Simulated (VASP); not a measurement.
# Al (Im-3m) in VASP: a series of runs

The runs below take Al through relaxation of cell and atoms, single point, with PBE.

Everything below comes from runs of VASP 6.6.1. Logs are shortened: lines on timing, memory, paths and dates and some standing lists are left out, and cuts for length are marked.

## Step 1: The structure

It takes space group Im-3m (No. 229, cubic). Conventional cell: a = 3.182 Å, b = 3.182 Å, c = 3.182 Å, α = 90.00°, β = 90.00°, γ = 90.00°. Al (site symmetry m-3m) is surrounded by 8 Al at 2.76 Å.

This isn't the form of Al at room conditions, which is fcc.

## Step 2: Relaxation of cell and atoms, PBE

The input, INCAR:

```
SYSTEM = Al
ALGO = Fast
EDIFF = 1E-6
EDIFFG = -0.005
ENCUT = 600
GGA = PE
IBRION = 2
ISIF = 3
ISMEAR = 0
LASPH = .TRUE.
LCHARG = .FALSE.
LREAL = .FALSE.
LWAVE = .FALSE.
NELM = 100
NSW = 100
PREC = Accurate
SIGMA = 0.1
```

The input, KPOINTS:

```
k-points
0
G
  18 18 18
  0 0 0
```

The input, POSCAR:

```
Al
1.0
   -1.5912186900      1.5912186900      1.5912186900
    1.5912186900     -1.5912186900      1.5912186900
    1.5912186900      1.5912186900     -1.5912186900
Al
1
Direct
    0.0000000000      0.0000000000      0.0000000000
```

Potentials or basis: VASP PAW PBE potentials, release 64 (Al).

On the command line:

```sh
$ cat potpaw_PBE.64/Al/POTCAR > POTCAR
$ mpirun -np 1 vasp_std > vasp.out
```

OUTCAR:

```text
SYSTEM = Al
   EDIFF = 1E-6
   EDIFFG = -0.005
   ENCUT = 600
   GGA = PE
   IBRION = 2
   ISIF = 3
   ISMEAR = 0
   LASPH = .TRUE.
   LREAL = .FALSE.
   NELM = 100
   NSW = 100
   PREC = Accurate

 ion  position               nearest neighbor table
   1  0.000  0.000  0.000-

  LATTYP: Found a body centered cubic cell.
 ALAT       =     3.1824373800

  Lattice vectors:

 A1 = (  -1.5912186900,   1.5912186900,   1.5912186900)
 A2 = (   1.5912186900,  -1.5912186900,   1.5912186900)
 A3 = (   1.5912186900,   1.5912186900,  -1.5912186900)

Analysis of symmetry for initial positions (statically):
=====================================================================
 Subroutine PRICEL returns:
 Original cell was already a primitive cell.

 Routine SETGRP: Setting up the symmetry group for a
 body centered cubic supercell.

 Subroutine GETGRP returns: Found 48 space group operations
 (whereof 48 operations were pure point group operations)
 out of a pool of 48 trial point group operations.

The static configuration has the point symmetry O_h .

Analysis of symmetry for dynamics (positions and initial velocities):
=====================================================================
 Subroutine PRICEL returns:
 Original cell was already a primitive cell.

 Routine SETGRP: Setting up the symmetry group for a
 body centered cubic supercell.

 Subroutine GETGRP returns: Found 48 space group operations
 (whereof 48 operations were pure point group operations)
 out of a pool of 48 trial point group operations.

The dynamic configuration has the point symmetry O_h .

 Subroutine INISYM returns: Found 48 space group operations
 (whereof 48 operations are pure point group operations),
 and found     1 'primitive' translations

----------------------------------------------------------------------------------------

                                     Primitive cell

  volume of cell :      16.1157

  direct lattice vectors                    reciprocal lattice vectors
    -1.591218690  1.591218690  1.591218690     0.000000000  0.314224565  0.314224565
     1.591218690 -1.591218690  1.591218690     0.314224565  0.000000000  0.314224565
     1.591218690  1.591218690 -1.591218690     0.314224565  0.314224565  0.000000000

  length of vectors
     2.756071617  2.756071617  2.756071617     0.444380641  0.444380641  0.444380641

  position of ions in fractional coordinates (direct lattice)
     0.000000000  0.000000000  0.000000000

  ion indices of the primitive-cell ions
   primitive index   ion index
                 1           1

----------------------------------------------------------------------------------------

 KPOINTS: k-points

Automatic generation of k-mesh.
 Grid dimensions read from file:
 generate k-points for:   18   18   18

 Generating k-lattice:

  Cartesian coordinates                     Fractional coordinates (reciprocal lattice)
     0.000000000  0.017456920  0.017456920     0.055555556  0.000000000  0.000000000
     0.017456920  0.000000000  0.017456920     0.000000000  0.055555556  0.000000000
     0.017456920  0.017456920  0.000000000     0.000000000  0.000000000  0.055555556

  Length of vectors
     0.024687813  0.024687813  0.024687813

  Shift w.r.t. Gamma in fractional coordinates (k-lattice)
     0.000000000  0.000000000  0.000000000

 Subroutine IBZKPT returns following result:
 ===========================================

 Found    195 irreducible k-points:

 Following reciprocal coordinates:
            Coordinates               Weight
  0.000000  0.000000  0.000000      1.000000
  0.055556  0.000000  0.000000     12.000000
  0.111111  0.000000  0.000000     12.000000
  0.166667  0.000000  0.000000     12.000000
  0.222222  0.000000  0.000000     12.000000
  0.277778  0.000000  0.000000     12.000000
[... 16 lines left out ...]
  0.333333  0.111111 -0.000000     48.000000
  0.388889  0.111111  0.000000     48.000000
 [... further k-points ...]
   k-points           NKPTS =    195   k-points in BZ     NKDIM =    195   number of bands    NBANDS=      5
   number of dos      NEDOS =    301   number of ions     NIONS =      1
   total plane-waves  NPLWV =  13824
   dimension x,y,z NGX =    24 NGY =   24 NGZ =   24
   dimension x,y,z NGXF=    48 NGYF=   48 NGZF=   48
   ions per type =               1
   NGX,Y,Z   is equivalent  to a cutoff of  14.48, 14.48, 14.48 a.u.
   NGXF,Y,Z  is equivalent  to a cutoff of  28.95, 28.95, 28.95 a.u.
 SYSTEM =  Al
   PREC   = accura    normal or accurate (medium, high low for compatibility)
   ISTART =      0    job   : 0-new  1-cont  2-samecut
   ICHARG =      2    charge: 1-file 2-atom 10-const
   ISPIN  =      1    spin polarized calculation?
   LNONCOLLINEAR =      F non collinear calculations
   LSORBIT =      F    spin-orbit coupling
   LASPH  =      T    aspherical Exc in radial PAW
   ENCUT  =  600.0 eV  44.10 Ry    6.64 a.u.   5.50  5.50  5.50*2*pi/ulx,y,z
   NELM   =    100;   NELMIN=  2; NELMDL= -5     # of ELM steps
   EDIFF  = 0.1E-05   stopping-criterion for ELM
   LREAL  =      F    real-space projection
   EDIFFG = -.5E-02   stopping-criterion for IOM
   NSW    =    100    number of steps for IOM
   IBRION =      2    ionic relax: 0-MD 1-quasi-New 2-CG
   NFREE  =      1    steps in history (QN), initial steepest desc. (CG)
   ISIF   =      3    stress and relaxation
   ISYM   =      2    0-nonsym 1-usesym 2-fastsym
   POTIM  = 0.5000    time-step for ionic-motion
   TEBEG  =    0.0;   TEEND  =   0.0 temperature during run
   PSTRESS=    0.0 pullay stress
   NELECT =       3.0000    total number of electrons
   NUPDOWN=      -1.0000    fix difference up-down
   EMIN   =  10.00;   EMAX   =-10.00  energy-range for DOS
   EFERMI =   0.00;   METHOD = LEGACY
   ISMEAR =     0;   SIGMA  =   0.10  broadening in eV -4-tet -1-fermi 0-gaus
   EFERMI_NEDOS =   21; number of points for ismear=-14 and -15
   IALGO  =     68    algorithm
   IMIX   =      4    mixing-type and parameters
     AMIX     =   0.40;   BMIX     =  1.00
     AMIX_MAG =   1.60;   BMIX_MAG =  1.00
  volume/ion in A,a.u.               =      16.12       108.75
  Fermi-wavevector in a.u.,A,eV,Ry     =   0.934757  1.766435 11.888371  0.873771
  Thomas-Fermi vector in A             =   2.061595
   LORBIT       =      0    0 simple, 1 ext, 2 COOP (PROOUT), +10 PAW based schemes
   GGA     = PE    functional components
   LHFCALC =     F    Hartree Fock is set to
   AEXX    =    0.0000 exact exchange contribution
   IVDW    =     0    specifies the selected vdW correction
   LEPSILON=     F    determine dielectric tensor
   LRPA    =     F    only Hartree local field effects (RPA)
 conjugate gradient relaxation of ions
 non-spin polarized calculation
 RMM-DIIS sequential band-by-band and
 Gauss-broadening in eV      SIGMA  =   0.10
  energy-cutoff  :      600.00
  volume of cell :       16.12
 maximum number of plane-waves:       559
 NGX is ok and might be reduce to    24
   NGX = 11   NGY = 11   NGZ = 11

--------------------------------------- Ionic step        1  -------------------------------------------

 number of electron       3.0000000 magnetization

 Free energy of the ion-electron system (eV)
  ---------------------------------------------------
  ext. energy  EPLUGINS =         0.00000000
  ---------------------------------------------------
  free energy    TOTEN  =        -3.64349480 eV

  energy without entropy =       -3.64154328  energy(sigma->0) =       -3.64251904

------------------------ aborting loop because EDIFF is reached ----------------------------------------

  FORCE on cell =-STRESS in cart. coord.  units (eV):
  Direction    XX          YY          ZZ          XY          YZ          ZX
  --------------------------------------------------------------------------------------
  -------------------------------------------------------------------------------------
  Total        0.3855718      0.3855718      0.3855718      0.0000000      0.0000000      0.0000000
  in kB       38.3324241     38.3324241     38.3324241      0.0000000      0.0000000      0.0000000
  external PRESSURE =      38.3324241 kB  Pullay stress =       0.0000000 kB
[... 55 lines left out ...]
  energy  without entropy=       -3.6511912689  energy(sigma->0) =       -3.65197089

--------------------------------------- Ionic step        3  -------------------------------------------

 number of electron       3.0000000 magnetization

 Free energy of the ion-electron system (eV)
  ---------------------------------------------------
  ext. energy  EPLUGINS =         0.00000000
  ---------------------------------------------------
  free energy    TOTEN  =        -3.65287447 eV

  energy without entropy =       -3.65129862  energy(sigma->0) =       -3.65208655

 E-fermi :   7.7421     XC(G=0): -10.1078

 val. band max:        7.6734829355   @ k =   0.2778   0.1111   0.1111
 cond. band min:       7.7498589996   @ k =   0.2778   0.1667   0.0556
 fundamental gap:      0.0763760642
 Fermi energy:         7.7420973200

 k-point     1 :       0.0000    0.0000    0.0000
  band No.  band energies     occupation
      1      -3.2189      2.00000
      2      20.8471      0.00000
      3      20.8471      0.00000
      4      20.8471      0.00000
      5      22.0617      0.00000

 k-point     2 :       0.0556    0.0000    0.0000
  band No.  band energies     occupation
      1      -3.1316      2.00000
      2      19.6506      0.00000
      3      20.1045      0.00000
      4      20.4837      0.00000
      5      21.7244      0.00000
[... 169 lines left out ...]
 k-point    24 :       0.3889    0.1111    0.0000
  band No.  band energies     occupation
      1       2.5174      2.00000
      2       5.5502      2.00000
      3      12.7853      0.00000
      4      15.6163      0.00000
      5      19.0262      0.00000

 [... further k-points ...]
[... 5 lines left out ...]
  --------------------------------------------------------------------------------------
  -------------------------------------------------------------------------------------
  Total        0.0011074      0.0011074      0.0011074      0.0000000     -0.0000000     -0.0000000
  in kB        0.1047913      0.1047913      0.1047913      0.0000000     -0.0000000     -0.0000000
  external PRESSURE =       0.1047913 kB  Pullay stress =       0.0000000 kB
[... 16 lines left out ...]
  FREE ENERGIE OF THE ION-ELECTRON SYSTEM (eV)
  ---------------------------------------------------
  free  energy   TOTEN  =        -3.6528744664 eV

  energy  without entropy=       -3.6512986238  energy(sigma->0) =       -3.65208655

 reached required accuracy - stopping structural energy minimisation
```

Wall time 8.4 s (1 thread of Intel Xeon 6975P-C (Granite Rapids), shared host); peak memory 0.15 GiB.

What came out:

* Free energy: -3.6529 eV
* Relaxed volume: 16.93 Å³/atom
* Relaxed cell: a = 2.802 Å, b = 2.802 Å, c = 2.802 Å, α = 109.47°, β = 109.47°, γ = 109.47°
* Space group after relaxing (to 0.05 Å): Im-3m (No. 229)
* Energy gained by relaxing: 9.4 meV/atom
* Ionic steps: 3
* Pressure after relaxing: 0.0 GPa
* Band gap on the k mesh: none (metal or under the smearing width)

The path:
```tsv
step	energy change (eV)	largest force (eV/Å)	pressure (GPa)	volume (Å³)
1	0.0000	0.0000	3.83	16.12
2	-0.0093	0.0000	-0.40	17.03
3	-0.0094	0.0000	0.01	16.93
```

Final structure:
```
CELL_PARAMETERS angstrom
-1.61763 1.61763 1.61763
1.61763 -1.61763 1.61763
1.61763 1.61763 -1.61763
ATOMIC_POSITIONS crystal
Al 0.00000 0.00000 0.00000
```

Levels at points of the mesh, in eV from the Fermi level:
```
           k point  band 1  band 2  band 3  band 4  band 5
(0.00, 0.00, 0.00)  -10.96   13.11   13.11   13.11   14.32
(0.50, 0.00, 0.00)   -4.23   -3.84    7.96    8.20    9.79
(0.50, 0.50, 0.50)    1.82    1.82    1.82    3.02    3.02
```

## Step 3: Single point, PBE

This run uses another cell than the first one, of 16.93 Å³/atom, 1.050 times its volume.

The input, INCAR:

```
SYSTEM = Al
PREC = Accurate ; ENCUT = 520
EDIFF = 1E-6 ; ISMEAR = 0
SIGMA = 0.1 ; LREAL = .FALSE.
LASPH = .TRUE. ; NELM = 100
ALGO = Normal ; ISIF = 2
LWAVE = .FALSE. ; LCHARG = .TRUE.
GGA = PE ; LELF = .TRUE.
LVHAR = .TRUE. ; NBANDS = 8
```

The input, KPOINTS:

```
Automatic mesh
0
G
  18 18 18
  0 0 0
```

The input, POSCAR:

```
Al
1.0
   -1.6175102217      1.6175102217      1.6175102217
    1.6175102217     -1.6175102217      1.6175102217
    1.6175102217      1.6175102217     -1.6175102217
Al
1
Direct
    0.0000000000      0.0000000000      0.0000000000
```

Potentials or basis: VASP PAW PBE potentials, release 64 (Al).

On the command line:

```sh
$ cat potpaw_PBE.64/Al/POTCAR > POTCAR
$ mpirun -np 1 vasp_std > vasp.out
```

It took 6.1 s on 1 thread of Intel Xeon 6975P-C (Granite Rapids), shared host; peak memory 0.14 GiB.

It converged, with:

| Item | Value |
| --- | --- |
| Free energy | -3.6529 eV |
| Pressure | 0.0 GPa |
| Band gap on the k mesh | none (metal or under the smearing width) |

Levels at points of the mesh, in eV from the Fermi level:
```tsv
k point	band 1	band 2	band 3	band 4	band 5	band 6
(0.00, 0.00, 0.00)	-10.96	13.11	13.11	13.11	14.32	14.32
(0.50, 0.00, 0.00)	-4.23	-3.84	7.96	8.20	9.79	11.20
(0.50, 0.50, 0.50)	1.82	1.82	1.82	3.02	3.02	5.28
```
